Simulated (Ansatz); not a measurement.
# Two Ansatz runs on CoO

The structure comes from a relaxation in the same program, started in the zincblende type, and has space group F-43m. Whether it is a known phase or the ground state wasn't checked.

First run: DFT, PBE, all-electron LAPW, scalar-relativistic (Ansatz 0.2.0).

Command: `ansatz run input.yaml --threads 1 --pin off --max-ram 3072MiB --backend cpu --events-out ev --progress --plain --runs-dir out` The run took about 32 s on 1 thread of a shared machine.

```yaml
crystal:
  lattice:
    - [0.0, 2.2495572983, 2.2495572983]
    - [2.2495572983, 0.0, 2.2495572983]
    - [2.2495572983, 2.2495572983, 0.0]
  atoms:
    - { symbol: Co, position: [0.0, 0.0, 0.0] }
    - { symbol: O, position: [0.25, 0.25, 0.25] }
kpoints:
  mp_grid: { grid: [13, 13, 13] }
scf:
  occupations: { method: fermi_dirac, width: 0.05 }
hamiltonian:
  xc: pbe
  pseudopotentials: { kind: all_electron, lapw: { basis_error: 0.0005 } }
output:
  forces: true
  stress: true
  eigenvalues: true
  dos: { projected: true, de: 0.2, e_range: [-14, 8] }
```

Result: converged; pressure -14.02 GPa; 8 SCF iterations.

Spin polarisation is left out, and whether a magnetic state lies lower isn't shown here.

The input is then changed:

```diff
@@ -14,8 +14,8 @@
   xc: pbe
   pseudopotentials: { kind: all_electron, lapw: { basis_error: 0.0005 } }
+  hubbard: { sites: [{ species: Co, l: d, u_eff: 6.0 }], double_counting: amf }
 output:
   forces: true
   stress: true
   eigenvalues: true
-  dos: { projected: true, de: 0.2, e_range: [-14, 8] }
```

Task: What does the second run give?

Result: It converged; pressure -10.21 GPa; 9 SCF iterations.

The results part of its log:

```
SCF 1 converged in 9 iterations: F = -39965.189491 eV  dr2 = 3.55e-9
SCF converged after 9 iterations
Free energy (F): -39965.189491 eV
Harris-Foulkes:  -39965.189491 eV  (|F-HF|=7.97e-9)
Internal energy: -39965.154443 eV  (E = F + TS)
E sigma→0 (E₀):  -39965.171967 eV
Entropy (-TS):   -0.035047 eV (-17.524 meV/atom)
Fermi energy:    11.830698 eV
--- Per-component energies (eV) ---
  E_band       = -1357.400106
  E_kinetic    = 40520.203348
  E_xc         = -1854.755462
  E_hubbard    = -1.045438  (on-site DFT+U / exact-exchange correction)
  E_vhub       = -2.091000  (the Hubbard potential's part of the band-sum identity)
  E_electrostatic = -78629.556892  (all electrons and nuclei)
  E_smearing   = -0.035047  (= −TS)
  E_closure    = -0.000000  (closes the sum)
  E_atoms      = -39950.192766  (free atoms, spherical and without spin; not in F)
  Σ components = -39965.189491   (vs F -39965.189491, Δ=0.00e0)
  Basis errors (estimates in eV, not in F): energy 2.2e-4 per atom: plane waves 2.0e-4 (1.2e-4 summed), levels above the bands 8.6e-101, relativity 3.0e-8, radial functions 2.1e-5, core shells 1.1e-7; eigenvalues (radial functions only) 3.9e-6; not estimated: angular momenta, meshes, grids; target (lapw.basis_error) 5.0e-4; muffin-tin radii O 0.880 Å, Co 1.068 Å
DFT+U double counting: amf (around mean field; hamiltonian.hubbard.double_counting)
--- Forces (eV/Å), atoms counted from 1 ---
  atom   1  Co     0.00000000    -0.00000000    -0.00000000
  atom   2  O      0.00000000     0.00000000    -0.00000000
  max |Σ_I F_I| component: 1.97e-17 eV/Å
--- Stress (GPa, compression-positive) ---
      -10.213951      -0.000000      -0.000000
       -0.000000     -10.213951      -0.000000
       -0.000000      -0.000000     -10.213951
  P = ⅓ Tr σ = -10.2140 GPa (-102.140 kbar)
--- Band table (eV; the first three rows and the last of 84) ---
  k-point 0: bands = ["-496.1049", "-83.9279", "-47.2216", "-47.2216", "-47.2216", "-8.7297", "5.8911", "5.8911", "5.8911", "8.5569", "8.5569", "11.6274", "13.1629", "13.1629", "13.1629", "25.7266", "25.7266"]
  k-point 1: bands = ["-496.1048", "-83.9278", "-47.2230", "-47.2219", "-47.2219", "-8.6935", "5.7557", "5.8993", "5.8993", "8.5618", "8.5618", "11.8568", "13.0961", "13.1249", "13.1249", "25.0865", "25.7859"]
  k-point 2: bands = ["-496.1048", "-83.9275", "-47.2267", "-47.2224", "-47.2224", "-8.5923", "5.4308", "5.9175", "5.9175", "8.5864", "8.5864", "12.2265", "13.0140", "13.0140", "13.1449", "23.6941", "25.8884"]
  k-point 83: bands = ["-496.1047", "-83.9257", "-47.2395", "-47.2353", "-47.2303", "-7.8719", "4.7022", "5.4081", "6.2285", "9.0461", "9.2704", "10.0849", "11.5092", "11.7224", "18.5545", "21.3606", "21.7055"]
Occupation matrices written to <dir>
```
